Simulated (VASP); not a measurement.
# CuAu (P4/mmm) in VASP: a series of runs

One crystal, CuAu, is run at these levels: PBE; tasks: single point.

All numbers are computed with VASP 6.6.1; they aren't measurements. Logs are shortened: lines on timing, memory, paths and dates and some standing lists are left out, and cuts for length are marked.

### Step 1. The structure

It takes space group P4/mmm (No. 123, tetragonal). Conventional cell: a = 2.811 Å, b = 2.811 Å, c = 3.685 Å, α = 90.00°, β = 90.00°, γ = 90.00°. Au (site symmetry 4/mmm) has 8 Cu at 2.71 Å and 4 Au at 2.81 Å as nearest neighbours. Cu (site symmetry 4/mmm) has 8 Au at 2.71 Å and 4 Cu at 2.81 Å as nearest neighbours.

### Step 2. Single point, PBE

The input, INCAR:

```
SYSTEM = CuAu
ADDGRID  = .FALSE.      
ALGO     = Normal         ! electronic algorithm
EDIFF    = 1E-6           ! SCF threshold, eV
ENCUT    = 460            ! plane-wave cutoff, eV
GGA      = PE             ! functional
ISIF     = 2              ! what is computed and relaxed
ISMEAR   = 1              ! smearing method
LASPH    = .TRUE.         ! aspherical terms in the spheres
LCHARG   = .FALSE.        ! write CHGCAR
LREAL    = .FALSE.        ! projectors in reciprocal space
LWAVE    = .FALSE.        ! write WAVECAR
NBANDS   = 18             ! bands
NELM     = 100            ! most SCF steps
PREC     = Accurate       ! precision mode
SIGMA    = 0.1            ! smearing width, eV
```

The input, KPOINTS:

```
k-points
0
G
  5 5 4
  0 0 0
```

The input, POSCAR:

```
CuAu
1.0
    2.8107494552      0.0000000000      0.0000000000
    0.0000000000      2.8107494552      0.0000000000
    0.0000000000      0.0000000000      3.6850000000
Au Cu
1 1
Direct
    0.0257070000      0.0114430000     -0.0258500000
    0.4994280000      0.4658820000      0.5068750000
```

Potentials or basis: VASP PAW PBE potentials, release 64 (Au, Cu).

Command:

```bash
cat potpaw_PBE.64/Au/POTCAR potpaw_PBE.64/Cu/POTCAR > POTCAR
mpirun -np 1 vasp_std > vasp.out
```

OUTCAR:

```text
SYSTEM = CuAu
   EDIFF = 1E-6
   ENCUT = 460
   GGA = PE
   ISIF = 2
   ISMEAR = 1
   LASPH = .TRUE.
   LREAL = .FALSE.
   NELM = 100
   PREC = Accurate

 Found     51 irreducible k-points:

 Following reciprocal coordinates:
            Coordinates               Weight
  0.000000  0.000000  0.000000      1.000000
  0.200000  0.000000  0.000000      2.000000
  0.000000  0.200000  0.000000      2.000000
  0.400000  0.000000  0.000000      2.000000
  0.000000  0.400000  0.000000      2.000000
  0.200000  0.200000  0.000000      2.000000
   k-points           NKPTS =     51   k-points in BZ     NKDIM =     51   number of bands    NBANDS=     18
   number of dos      NEDOS =    301   number of ions     NIONS =      2
   total plane-waves  NPLWV =  11200
   dimension x,y,z NGX =    20 NGY =   20 NGZ =   28
   dimension x,y,z NGXF=    40 NGYF=   40 NGZF=   56
   ions per type =               1   1
   NGX,Y,Z   is equivalent  to a cutoff of  11.83, 11.83, 12.63 a.u.
   NGXF,Y,Z  is equivalent  to a cutoff of  23.66, 23.66, 25.26 a.u.
 SYSTEM =  CuAu
   PREC   = accura    normal or accurate (medium, high low for compatibility)
   ISTART =      0    job   : 0-new  1-cont  2-samecut
   ICHARG =      2    charge: 1-file 2-atom 10-const
   ISPIN  =      1    spin polarized calculation?
   LNONCOLLINEAR =      F non collinear calculations
   LSORBIT =      F    spin-orbit coupling
   LASPH  =      T    aspherical Exc in radial PAW
   ENCUT  =  460.0 eV  33.81 Ry    5.81 a.u.   4.92  4.92  6.44*2*pi/ulx,y,z
   NELM   =    100;   NELMIN=  2; NELMDL= -5     # of ELM steps
   EDIFF  = 0.1E-05   stopping-criterion for ELM
   LREAL  =      F    real-space projection
   EDIFFG = 0.1E-04   stopping-criterion for IOM
   NSW    =      0    number of steps for IOM
   IBRION =     -1    ionic relax: 0-MD 1-quasi-New 2-CG
   NFREE  =      0    steps in history (QN), initial steepest desc. (CG)
   ISIF   =      2    stress and relaxation
   ISYM   =      2    0-nonsym 1-usesym 2-fastsym
   POTIM  = 0.5000    time-step for ionic-motion
   TEBEG  =    0.0;   TEEND  =   0.0 temperature during run
   PSTRESS=    0.0 pullay stress
   NELECT =      22.0000    total number of electrons
   NUPDOWN=      -1.0000    fix difference up-down
   EMIN   =  10.00;   EMAX   =-10.00  energy-range for DOS
   EFERMI =   0.00;   METHOD = LEGACY
   ISMEAR =     1;   SIGMA  =   0.10  broadening in eV -4-tet -1-fermi 0-gaus
   EFERMI_NEDOS =   21; number of points for ismear=-14 and -15
   IALGO  =     38    algorithm
   IMIX   =      4    mixing-type and parameters
     AMIX     =   0.40;   BMIX     =  1.00
     AMIX_MAG =   1.60;   BMIX_MAG =  1.00
  volume/ion in A,a.u.               =      14.56        98.23
  Fermi-wavevector in a.u.,A,eV,Ry     =   1.491152  2.817868 30.253005  2.223533
  Thomas-Fermi vector in A             =   2.603843
   LORBIT       =      0    0 simple, 1 ext, 2 COOP (PROOUT), +10 PAW based schemes
   GGA     = PE    functional components
   LHFCALC =     F    Hartree Fock is set to
   AEXX    =    0.0000 exact exchange contribution
   IVDW    =     0    specifies the selected vdW correction
   LEPSILON=     F    determine dielectric tensor
   LRPA    =     F    only Hartree local field effects (RPA)
 non-spin polarized calculation
 Methfessel and Paxton  Order N= 1 SIGMA  =   0.10
  energy-cutoff  :      460.00
  volume of cell :       29.11
 maximum number of plane-waves:       667
   NGX =  9   NGY =  9   NGZ = 13

 number of electron      21.9999994 magnetization

 Free energy of the ion-electron system (eV)
  ---------------------------------------------------
  ext. energy  EPLUGINS =         0.00000000
  ---------------------------------------------------
  free energy    TOTEN  =        -7.05363573 eV

  energy without entropy =       -7.05154146  energy(sigma->0) =       -7.05293764

 E-fermi :   9.0020     XC(G=0): -12.6521

 val. band max:        8.9895184629   @ k =   0.2000   0.4000   0.5000
 cond. band min:       9.2738847410   @ k =  -0.4000  -0.4000   0.2500
 fundamental gap:      0.2843662781
 Fermi energy:         9.0020465022

 k-point     1 :       0.0000    0.0000    0.0000
  band No.  band energies     occupation
      1      -1.0376      2.00000
      2       2.1338      2.00000
      3       2.2684      2.00000
      4       4.6153      2.00000
      5       4.6945      2.00000
      6       5.7345      2.00000
[... 10 lines left out ...]
     17      25.4531      0.00000
     18      26.2562      0.00000

 k-point     2 :       0.2000    0.0000    0.0000
  band No.  band energies     occupation
      1      -0.1537      2.00000
      2       2.4588      2.00000
      3       2.8774      2.00000
      4       4.1151      2.00000
      5       4.8438      2.00000
      6       5.3307      2.00000
[... 10 lines left out ...]
     17      25.7804      0.00000
     18      27.4696      0.00000

 k-point     3 :       0.0000    0.2000    0.0000
  band No.  band energies     occupation
      1      -0.1573      2.00000
      2       2.4455      2.00000
      3       2.8948      2.00000
      4       4.1475      2.00000
      5       4.8120      2.00000
      6       5.3517      2.00000
[... 10 lines left out ...]
     17      25.8121      0.00000
     18      27.5199      0.00000

 k-point     4 :       0.4000    0.0000    0.0000
  band No.  band energies     occupation
      1       1.6565      2.00000
      2       3.0627      2.00000
      3       3.3025      2.00000
      4       4.1186      2.00000
      5       4.6724      2.00000
      6       5.1568      2.00000
[... 10 lines left out ...]
     17      23.7056      0.00000
     18      25.2253      0.00000

 k-point     5 :       0.0000    0.4000    0.0000
  band No.  band energies     occupation
      1       1.6394      2.00000
      2       3.0573      2.00000
      3       3.3248      2.00000
      4       4.1404      2.00000
      5       4.6993      2.00000
      6       5.1863      2.00000
[... 10 lines left out ...]
     17      23.7740      0.00000
     18      25.2389      0.00000

 k-point     6 :       0.2000    0.2000    0.0000
  band No.  band energies     occupation
      1       0.6950      2.00000
      2       3.0314      2.00000
      3       3.1523      2.00000
      4       4.0258      2.00000
      5       4.2499      2.00000
      6       4.8315      2.00000
[... 10 lines left out ...]
     17      26.0799      0.00000
     18      26.5248      0.00000

 [... further k-points ...]

------------------------ aborting loop because EDIFF is reached ----------------------------------------

  FORCE on cell =-STRESS in cart. coord.  units (eV):
  Direction    XX          YY          ZZ          XY          YZ          ZX
  --------------------------------------------------------------------------------------
  -------------------------------------------------------------------------------------
  Total        1.1795284      1.0917694      1.1289631      0.1101106     -0.3398826     -0.2046548
  in kB       64.9138296     60.0841219     62.1310330      6.0597956    -18.7050004    -11.2629127
  external PRESSURE =      62.3763282 kB  Pullay stress =       0.0000000 kB

 VOLUME and BASIS-vectors are now :
 -----------------------------------------------------------------------------
  energy-cutoff  :      460.00
  volume of cell :       29.11
      direct lattice vectors                 reciprocal lattice vectors
     2.810749455  0.000000000  0.000000000     0.355776997  0.000000000  0.000000000
     0.000000000  2.810749455  0.000000000     0.000000000  0.355776997  0.000000000
     0.000000000  0.000000000  3.685000000     0.000000000  0.000000000  0.271370421

 POSITION                                       TOTAL-FORCE (eV/Angst)
 -----------------------------------------------------------------------------------
      0.07226      0.03216      3.58974        -0.308955     -0.516063      0.903320
      1.40377      1.30948      1.86783         0.308955      0.516063     -0.903320
 -----------------------------------------------------------------------------------
    total drift:                                0.000196      0.001103     -0.000886

  FREE ENERGIE OF THE ION-ELECTRON SYSTEM (eV)
  ---------------------------------------------------
  free  energy   TOTEN  =        -7.0536357291 eV

  energy  without entropy=       -7.0515414562  energy(sigma->0) =       -7.05293764
```

Wall time 15 s (1 thread of Intel Xeon Platinum 8375C at 2.90GHz (Ice Lake), shared host); peak memory 0.14 GiB.

The run converged, but some of its settings lie outside the range that counts as converged, so its numbers aren't taken as properties of the crystal.

What came out:

| Property | Result |
| --- | --- |
| Free energy | -7.0536 eV |
| Pressure | 6.2 GPa |
| Largest force | 1.085 eV/Å |
| Band gap on the k mesh | none (metal or under the smearing width) |

Caveat: the k mesh is coarse (spacing up to 0.45 Å⁻¹), so the values aren't converged.

### Step 3. Single point, PBE

INCAR: that of step 2 with these lines changed.

```diff
@@ -15,2 +15,2 @@
 PREC     = Accurate       ! precision mode
-SIGMA    = 0.1            ! smearing width, eV
+SIGMA    = 0.05           ! smearing width, eV
```

KPOINTS is that of step 2.

The input, POSCAR:

```
CuAu
1.0
    2.8107494552      0.0000000000      0.0000000000
    0.0000000000      2.8107494552      0.0000000000
    0.0000000000      0.0000000000      3.6850000000
Au Cu
1 1
Direct
    0.0000000000      0.0000000000      0.0000000000
    0.5000000000      0.5000000000      0.5000000000
```

Potentials or basis: VASP PAW PBE potentials, release 64 (Au, Cu).

Command:

```bash
cat potpaw_PBE.64/Au/POTCAR potpaw_PBE.64/Cu/POTCAR > POTCAR
mpirun -np 1 vasp_std > vasp.out
```

OUTCAR:

```text
SYSTEM = CuAu
   EDIFF = 1E-6
   ENCUT = 460
   GGA = PE
   ISIF = 2
   ISMEAR = 1
   LASPH = .TRUE.
   LREAL = .FALSE.
   NELM = 100
   PREC = Accurate

 Found     18 irreducible k-points:

 Following reciprocal coordinates:
            Coordinates               Weight
  0.000000  0.000000  0.000000      1.000000
  0.200000  0.000000  0.000000      4.000000
  0.400000  0.000000  0.000000      4.000000
  0.200000  0.200000  0.000000      4.000000
  0.400000  0.200000  0.000000      8.000000
  0.400000  0.400000  0.000000      4.000000
   k-points           NKPTS =     18   k-points in BZ     NKDIM =     18   number of bands    NBANDS=     18
   number of dos      NEDOS =    301   number of ions     NIONS =      2
   total plane-waves  NPLWV =  11200
   dimension x,y,z NGX =    20 NGY =   20 NGZ =   28
   dimension x,y,z NGXF=    40 NGYF=   40 NGZF=   56
   ions per type =               1   1
   NGX,Y,Z   is equivalent  to a cutoff of  11.83, 11.83, 12.63 a.u.
   NGXF,Y,Z  is equivalent  to a cutoff of  23.66, 23.66, 25.26 a.u.
 SYSTEM =  CuAu
   PREC   = accura    normal or accurate (medium, high low for compatibility)
   ISTART =      0    job   : 0-new  1-cont  2-samecut
   ICHARG =      2    charge: 1-file 2-atom 10-const
   ISPIN  =      1    spin polarized calculation?
   LNONCOLLINEAR =      F non collinear calculations
   LSORBIT =      F    spin-orbit coupling
   LASPH  =      T    aspherical Exc in radial PAW
   ENCUT  =  460.0 eV  33.81 Ry    5.81 a.u.   4.92  4.92  6.44*2*pi/ulx,y,z
   NELM   =    100;   NELMIN=  2; NELMDL= -5     # of ELM steps
   EDIFF  = 0.1E-05   stopping-criterion for ELM
   LREAL  =      F    real-space projection
   EDIFFG = 0.1E-04   stopping-criterion for IOM
   NSW    =      0    number of steps for IOM
   IBRION =     -1    ionic relax: 0-MD 1-quasi-New 2-CG
   NFREE  =      0    steps in history (QN), initial steepest desc. (CG)
   ISIF   =      2    stress and relaxation
   ISYM   =      2    0-nonsym 1-usesym 2-fastsym
   POTIM  = 0.5000    time-step for ionic-motion
   TEBEG  =    0.0;   TEEND  =   0.0 temperature during run
   PSTRESS=    0.0 pullay stress
   NELECT =      22.0000    total number of electrons
   NUPDOWN=      -1.0000    fix difference up-down
   EMIN   =  10.00;   EMAX   =-10.00  energy-range for DOS
   EFERMI =   0.00;   METHOD = LEGACY
   ISMEAR =     1;   SIGMA  =   0.05  broadening in eV -4-tet -1-fermi 0-gaus
   EFERMI_NEDOS =   21; number of points for ismear=-14 and -15
   IALGO  =     38    algorithm
   IMIX   =      4    mixing-type and parameters
     AMIX     =   0.40;   BMIX     =  1.00
     AMIX_MAG =   1.60;   BMIX_MAG =  1.00
  volume/ion in A,a.u.               =      14.56        98.23
  Fermi-wavevector in a.u.,A,eV,Ry     =   1.491152  2.817868 30.253005  2.223533
  Thomas-Fermi vector in A             =   2.603843
   LORBIT       =      0    0 simple, 1 ext, 2 COOP (PROOUT), +10 PAW based schemes
   GGA     = PE    functional components
   LHFCALC =     F    Hartree Fock is set to
   AEXX    =    0.0000 exact exchange contribution
   IVDW    =     0    specifies the selected vdW correction
   LEPSILON=     F    determine dielectric tensor
   LRPA    =     F    only Hartree local field effects (RPA)
 non-spin polarized calculation
 Methfessel and Paxton  Order N= 1 SIGMA  =   0.05
  energy-cutoff  :      460.00
  volume of cell :       29.11
 maximum number of plane-waves:       667
 NGX is ok and might be reduce to    20
   NGX =  9   NGY =  9   NGZ = 13

 number of electron      22.0000020 magnetization

 Free energy of the ion-electron system (eV)
  ---------------------------------------------------
  ext. energy  EPLUGINS =         0.00000000
  ---------------------------------------------------
  free energy    TOTEN  =        -7.14660626 eV

  energy without entropy =       -7.14555219  energy(sigma->0) =       -7.14625490

 E-fermi :   9.0372     XC(G=0): -12.6628

 val. band max:        9.0297167885   @ k =   0.4000   0.2000   0.5000
 cond. band min:       9.3155778951   @ k =   0.4000   0.4000   0.2500
 fundamental gap:      0.2858611066
 Fermi energy:         9.0371940460

 k-point     1 :       0.0000    0.0000    0.0000
  band No.  band energies     occupation
      1      -1.0318      2.00000
      2       2.1614      2.00000
      3       2.2902      2.00000
      4       4.6784      2.00000
      5       4.6784      2.00000
      6       5.7537      2.00000
[... 10 lines left out ...]
     17      25.5519      0.00000
     18      26.1422      0.00000
[... 85 lines left out ...]
 k-point     6 :       0.4000    0.4000    0.0000
  band No.  band energies     occupation
      1       1.9104      2.00000
      2       3.0701      2.00000
      3       3.1031      2.00000
      4       3.1040      2.00000
      5       5.9656      2.00000
      6       6.7378      2.00000
[... 10 lines left out ...]
     17      21.1654      0.00000
     18      21.6668      0.00000

 [... further k-points ...]

------------------------ aborting loop because EDIFF is reached ----------------------------------------

  FORCE on cell =-STRESS in cart. coord.  units (eV):
  Direction    XX          YY          ZZ          XY          YZ          ZX
  --------------------------------------------------------------------------------------
  -------------------------------------------------------------------------------------
  Total        0.7749822      0.7749822      0.6169170      0.0000000      0.0000000     -0.0000000
  in kB       42.6501465     42.6501465     33.9512342      0.0000000      0.0000000     -0.0000000
  external PRESSURE =      39.7505091 kB  Pullay stress =       0.0000000 kB

 VOLUME and BASIS-vectors are now :
 -----------------------------------------------------------------------------
  energy-cutoff  :      460.00
  volume of cell :       29.11
      direct lattice vectors                 reciprocal lattice vectors
     2.810749455  0.000000000  0.000000000     0.355776997  0.000000000  0.000000000
     0.000000000  2.810749455  0.000000000     0.000000000  0.355776997  0.000000000
     0.000000000  0.000000000  3.685000000     0.000000000  0.000000000  0.271370421

 POSITION                                       TOTAL-FORCE (eV/Angst)
 -----------------------------------------------------------------------------------
      0.00000      0.00000      0.00000         0.000000      0.000000      0.000000
      1.40537      1.40537      1.84250         0.000000      0.000000      0.000000
 -----------------------------------------------------------------------------------
    total drift:                               -0.000000      0.000000      0.000000

  FREE ENERGIE OF THE ION-ELECTRON SYSTEM (eV)
  ---------------------------------------------------
  free  energy   TOTEN  =        -7.1466062583 eV

  energy  without entropy=       -7.1455521873  energy(sigma->0) =       -7.14625490
```

OSZICAR:

```text
N       E                     dE             d eps       ncg     rms          rms(c)
DAV:   1     0.119611360702E+03    0.11961E+03   -0.10120E+04   688   0.157E+03
DAV:   2    -0.362013609704E+01   -0.12323E+03   -0.11536E+03   652   0.279E+02
DAV:   3    -0.804707411169E+01   -0.44269E+01   -0.43842E+01   756   0.629E+01
DAV:   4    -0.810804759567E+01   -0.60973E-01   -0.60929E-01   836   0.609E+00
DAV:   5    -0.810944057060E+01   -0.13930E-02   -0.13929E-02   848   0.918E-01    0.114E+01
DAV:   6    -0.754277731490E+01    0.56666E+00   -0.64647E+00   706   0.681E+01    0.534E+00
DAV:   7    -0.721120790622E+01    0.33157E+00   -0.24917E+00   776   0.697E+01    0.540E+00
DAV:   8    -0.715345817898E+01    0.57750E-01   -0.19944E-01   914   0.111E+01    0.259E+00
DAV:   9    -0.714679669704E+01    0.66615E-02   -0.15816E-02   970   0.287E+00    0.119E-01
DAV:  10    -0.714661459129E+01    0.18211E-03   -0.19371E-03   814   0.513E-01    0.857E-02
DAV:  11    -0.714661030834E+01    0.42829E-05   -0.64176E-05   858   0.863E-02    0.246E-02
DAV:  12    -0.714660672930E+01    0.35790E-05   -0.79136E-06  1002   0.702E-02    0.677E-03
DAV:  13    -0.714660625832E+01    0.47098E-06   -0.31566E-07   374   0.110E-02
   1 F= -.71466063E+01 E0= -.71462549E+01  d E =-.105407E-02
```

stdout:

```text
POSCAR found type information on POSCAR AuCu
 POSCAR found :  2 types and       2 ions
 scaLAPACK will be used
 LDA part: xc-table for (Slater+PW92), standard interpolation
 POSCAR, INCAR and KPOINTS ok, starting setup
 FFT: planning ... GRIDC
 FFT: planning ... GRID_SOFT
 FFT: planning ... GRID
 WAVECAR not read
 entering main loop
```

Run time: 9.3 s. Hardware: 1 thread of Intel Xeon Platinum 8375C at 2.90GHz (Ice Lake), shared host; peak memory 0.13 GiB.

The run converged, but some of its settings lie outside the range that counts as converged, so its numbers aren't taken as properties of the crystal.

What came out:

* Free energy: -7.1466 eV
* Pressure: 4.0 GPa
* Band gap on the k mesh: none (metal or under the smearing width)

Caveat: the k mesh is coarse (spacing up to 0.45 Å⁻¹), so the values aren't converged.

(Continued in part 2 of 2.)
